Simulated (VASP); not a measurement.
# Pb (Fm-3m) in VASP: notebook

One crystal, Pb, is run at these levels: PBE+D3(BJ); tasks: relaxation of cell and atoms, electrostatic potential.

All numbers are computed with VASP 6.6.1; they aren't measurements. Logs are shortened: lines on timing, memory, paths and dates and some standing lists are left out, and cuts for length are marked.

### 1 Starting point

It takes space group Fm-3m (No. 225, cubic). The conventional cell has a = 4.930 Å, b = 4.930 Å, c = 4.930 Å, α = 90.00°, β = 90.00°, γ = 90.00°. Around Pb (site symmetry m-3m) lie 12 Pb at 3.49 Å.

The cell was built by a generator and needn't be a form met in nature.

### 2 Relaxation of cell and atoms, PBE+D3(BJ)

Input file INCAR:

```
SYSTEM = Pb
PREC     = Accurate       ! precision mode
ENCUT    = 600            ! plane-wave cutoff, eV
EDIFF    = 1E-6           ! SCF threshold, eV
ISMEAR   = 1              ! smearing method
SIGMA    = 0.1            ! smearing width, eV
LREAL    = .FALSE.        ! projectors in reciprocal space
LASPH    = .TRUE.         ! aspherical terms in the spheres
NELM     = 120            ! most SCF steps
ALGO     = Normal         ! electronic algorithm
ISIF     = 3              ! what is computed and relaxed
LWAVE    = .FALSE.        ! write WAVECAR
LCHARG   = .FALSE.        ! write CHGCAR
GGA      = PE             ! functional
IVDW     = 12             ! dispersion correction
IBRION   = 2              ! ionic algorithm
NSW      = 60             ! ionic steps
EDIFFG   = -0.005         ! ionic threshold
```

Input file KPOINTS:

```
regular mesh
0
G
  14 14 14
  0 0 0
```

Input file POSCAR:

```
Pb
1.0
    0.0000000000      2.4650000000      2.4650000000
    2.4650000000      0.0000000000      2.4650000000
    2.4650000000      2.4650000000      0.0000000000
Pb
1
Direct
    0.0000000000      0.0000000000      0.0000000000
```

Potentials or basis: VASP PAW PBE potentials, release 64 (Pb_d).

The run is started by

```sh
> cat potpaw_PBE.64/Pb_d/POTCAR > POTCAR
> mpirun -np 1 vasp_std > vasp.out
```

OUTCAR:

```text
SYSTEM = Pb
   PREC = Accurate
   ENCUT = 600
   EDIFF = 1E-6
   ISMEAR = 1
   LREAL = .FALSE.
   LASPH = .TRUE.
   NELM = 120
   ISIF = 3
   GGA = PE
   IVDW = 12
   IBRION = 2
   NSW = 60
   EDIFFG = -0.005
 IVDW          = 12

 ion  position               nearest neighbor table
   1  0.000  0.000  0.000-

  LATTYP: Found a face centered cubic cell.
 ALAT       =     4.9300000000

  Lattice vectors:

 A1 = (   0.0000000000,   2.4650000000,   2.4650000000)
 A2 = (   2.4650000000,   0.0000000000,   2.4650000000)
 A3 = (   2.4650000000,   2.4650000000,   0.0000000000)

Analysis of symmetry for initial positions (statically):
=====================================================================
 Subroutine PRICEL returns:
 Original cell was already a primitive cell.

 Routine SETGRP: Setting up the symmetry group for a
 face centered cubic supercell.

 Subroutine GETGRP returns: Found 48 space group operations
 (whereof 48 operations were pure point group operations)
 out of a pool of 48 trial point group operations.

The static configuration has the point symmetry O_h .

Analysis of symmetry for dynamics (positions and initial velocities):
=====================================================================
 Subroutine PRICEL returns:
 Original cell was already a primitive cell.

 Routine SETGRP: Setting up the symmetry group for a
 face centered cubic supercell.

 Subroutine GETGRP returns: Found 48 space group operations
 (whereof 48 operations were pure point group operations)
 out of a pool of 48 trial point group operations.

The dynamic configuration has the point symmetry O_h .

 Subroutine INISYM returns: Found 48 space group operations
 (whereof 48 operations are pure point group operations),
 and found     1 'primitive' translations

----------------------------------------------------------------------------------------

                                     Primitive cell

  volume of cell :      29.9558

  direct lattice vectors                    reciprocal lattice vectors
     0.000000000  2.465000000  2.465000000    -0.202839757  0.202839757  0.202839757
     2.465000000  0.000000000  2.465000000     0.202839757 -0.202839757  0.202839757
     2.465000000  2.465000000  0.000000000     0.202839757  0.202839757 -0.202839757

  length of vectors
     3.486036431  3.486036431  3.486036431     0.351328764  0.351328764  0.351328764

  position of ions in fractional coordinates (direct lattice)
     0.000000000  0.000000000  0.000000000

  ion indices of the primitive-cell ions
   primitive index   ion index
                 1           1

----------------------------------------------------------------------------------------

[... 68 lines left out ...]
   NELM   =    120;   NELMIN=  2; NELMDL= -5     # of ELM steps
   EDIFF  = 0.1E-05   stopping-criterion for ELM
   LREAL  =      F    real-space projection
   EDIFFG = -.5E-02   stopping-criterion for IOM
   NSW    =     60    number of steps for IOM
   IBRION =      2    ionic relax: 0-MD 1-quasi-New 2-CG
   NFREE  =      1    steps in history (QN), initial steepest desc. (CG)
   ISIF   =      3    stress and relaxation
   ISYM   =      2    0-nonsym 1-usesym 2-fastsym
   POTIM  = 0.5000    time-step for ionic-motion
   TEBEG  =    0.0;   TEEND  =   0.0 temperature during run
   PSTRESS=    0.0 pullay stress
   NELECT =      14.0000    total number of electrons
   NUPDOWN=      -1.0000    fix difference up-down
   EMIN   =  10.00;   EMAX   =-10.00  energy-range for DOS
   EFERMI =   0.00;   METHOD = LEGACY
   ISMEAR =     1;   SIGMA  =   0.10  broadening in eV -4-tet -1-fermi 0-gaus
   EFERMI_NEDOS =   21; number of points for ismear=-14 and -15
   IALGO  =     38    algorithm
   IMIX   =      4    mixing-type and parameters
     AMIX     =   0.40;   BMIX     =  1.00
     AMIX_MAG =   1.60;   BMIX_MAG =  1.00
  volume/ion in A,a.u.               =      29.96       202.15
  Fermi-wavevector in a.u.,A,eV,Ry     =   1.270449  2.400801 21.960358  1.614041
  Thomas-Fermi vector in A             =   2.403436
   LORBIT       =      0    0 simple, 1 ext, 2 COOP (PROOUT), +10 PAW based schemes
   GGA     = PE    functional components
   LHFCALC =     F    Hartree Fock is set to
   AEXX    =    0.0000 exact exchange contribution
   IVDW    =    12    specifies the selected vdW correction
   LEPSILON=     F    determine dielectric tensor
   LRPA    =     F    only Hartree local field effects (RPA)
 conjugate gradient relaxation of ions
 non-spin polarized calculation
 Methfessel and Paxton  Order N= 1 SIGMA  =   0.10
  energy-cutoff  :      600.00
  volume of cell :       29.96
 maximum number of plane-waves:      1012
   NGX = 13   NGY = 13   NGZ = 13

--------------------------------------- Ionic step        1  -------------------------------------------

 number of electron      13.9999999 magnetization

 Free energy of the ion-electron system (eV)
  ---------------------------------------------------
  ext. energy  EPLUGINS =         0.00000000
  ---------------------------------------------------
  free energy    TOTEN  =        -3.54901588 eV

  energy without entropy =       -3.54910586  energy(sigma->0) =       -3.54904587

------------------------ aborting loop because EDIFF is reached ----------------------------------------

 Edisp (eV)   -0.41477

 E8    (eV) :    -0.2102
[... 69 lines left out ...]
--------------------------------------- Ionic step        3  -------------------------------------------

 number of electron      13.9999999 magnetization

 Free energy of the ion-electron system (eV)
  ---------------------------------------------------
  ext. energy  EPLUGINS =         0.00000000
  ---------------------------------------------------
  free energy    TOTEN  =        -3.55741719 eV

  energy without entropy =       -3.55737360  energy(sigma->0) =       -3.55740266

 E-fermi :   7.2693     XC(G=0): -10.1616

 val. band max:        7.2658851328   @ k =   0.3571   0.2143   0.0000
 cond. band min:       7.2713016320   @ k =  -0.2857   0.2857   0.0714
 fundamental gap:      0.0054164993
 Fermi energy:         7.2692500859

 k-point     1 :       0.0000    0.0000    0.0000
  band No.  band energies     occupation
      1      -9.8412      2.00000
      2      -9.8412      2.00000
      3      -9.8412      2.00000
      4      -9.7032      2.00000
      5      -9.7032      2.00000
      6      -4.4938      2.00000
      7      14.6075      0.00000
      8      14.6075      0.00000
      9      14.6076      0.00000
     10      16.9878      0.00000
     11      18.5050      0.00000
[... 309 lines left out ...]
 k-point    24 :       0.2857    0.1429    0.0000
  band No.  band energies     occupation
      1      -9.8814      2.00000
      2      -9.7841      2.00000
      3      -9.7564      2.00000
      4      -9.7151      2.00000
      5      -9.6350      2.00000
      6      -3.0689      2.00000
      7       8.4613     -0.00000
      8      11.9364      0.00000
      9      12.1768      0.00000
     10      15.6482      0.00000
     11      17.2388      0.00000

 [... further k-points ...]

------------------------ aborting loop because EDIFF is reached ----------------------------------------

 Edisp (eV)   -0.40764

 E8    (eV) :    -0.2066
[... 24 lines left out ...]
  FREE ENERGIE OF THE ION-ELECTRON SYSTEM (eV)
  ---------------------------------------------------
  free  energy   TOTEN  =        -3.9650583858 eV

  energy  without entropy=       -3.9650148006  energy(sigma->0) =       -3.96504386

 reached required accuracy - stopping structural energy minimisation
```

OSZICAR:

```text
N       E                     dE             d eps       ncg     rms          rms(c)
DAV:   1     0.109625966825E+03    0.10963E+03   -0.80129E+03  2297   0.165E+03
DAV:   2     0.139684605925E+01   -0.10823E+03   -0.10562E+03  2351   0.350E+02
DAV:   3    -0.344292511801E+01   -0.48398E+01   -0.48113E+01  2700   0.846E+01
[... 21 lines left out ...]
DAV:   2    -0.355783757829E+01    0.30507E-02   -0.59958E-03  2636   0.171E+00    0.108E-01
DAV:   3    -0.355740818676E+01    0.42939E-03   -0.17399E-03  2919   0.880E-01    0.852E-03
DAV:   4    -0.355741150478E+01   -0.33180E-05   -0.19604E-05  2369   0.516E-02    0.488E-03
DAV:   5    -0.355741758536E+01   -0.60806E-05   -0.10767E-05  2339   0.291E-02    0.259E-03
DAV:   6    -0.355741718901E+01    0.39635E-06   -0.50173E-07  1511   0.145E-02
   3 F= -.39650584E+01 E0= -.39650439E+01  d E =-.126797E-02
```

Wall time 56 s (1 thread of AMD EPYC 7R13 (Zen 3), shared host); peak memory 0.17 GiB.

Results:

```
Free energy                            : -3.9651 eV
Relaxed volume                         : 30.47 Å³/atom
Relaxed cell                           : a = 3.506 Å, b = 3.506 Å, c = 3.506 Å, α = 60.00°, β = 60.00°, γ = 60.00°
Space group after relaxing (to 0.05 Å) : Fm-3m (No. 225)
Energy gained by relaxing              : 1.3 meV/atom
Ionic steps                            : 3
Pressure after relaxing                : 0.0 GPa
Band gap on the k mesh                 : none (metal or under the smearing width)
Dispersion energy per atom             : -0.408 eV
```

The path:
```csv
step,energy change (eV),largest force (eV/Å),pressure (GPa),volume (Å³)
1,0.0000,0.0000,0.80,29.96
2,-0.0012,0.0000,-0.20,30.61
3,-0.0013,0.0000,0.00,30.47
```

Final structure:
```xyz
1
Lattice="0.0000 2.4790 2.4790 2.4790 0.0000 2.4790 2.4790 2.4790 0.0000" Properties=species:S:1:pos:R:3 pbc="T T T"
Pb    0.0000    0.0000    0.0000
```

Levels at points of the mesh, in eV from the Fermi level:
| k point | band 3 | band 4 | band 5 | band 6 | band 7 | band 8 | band 9 | band 10 | band 11 |
| --- | --- | --- | --- | --- | --- | --- | --- | --- | --- |
| (0.00, 0.00, 0.00) | -17.11 | -16.97 | -16.97 | -11.76 | 7.34 | 7.34 | 7.34 | 9.72 | 11.24 |
| (0.50, 0.00, 0.00) | -17.10 | -16.84 | -16.84 | -8.17 | -4.22 | 5.51 | 5.51 | 9.20 | 9.38 |
| (0.50, 0.50, 0.00) | -16.85 | -16.81 | -16.81 | -6.77 | -3.29 | 2.00 | 2.00 | 5.32 | 6.59 |

Caveat: pairwise dispersion overbinds metals, which lowers pressure and volume. Spin-orbit coupling is left out, which matters for the levels of Pb.

(Part 1 of 2 ends here.)
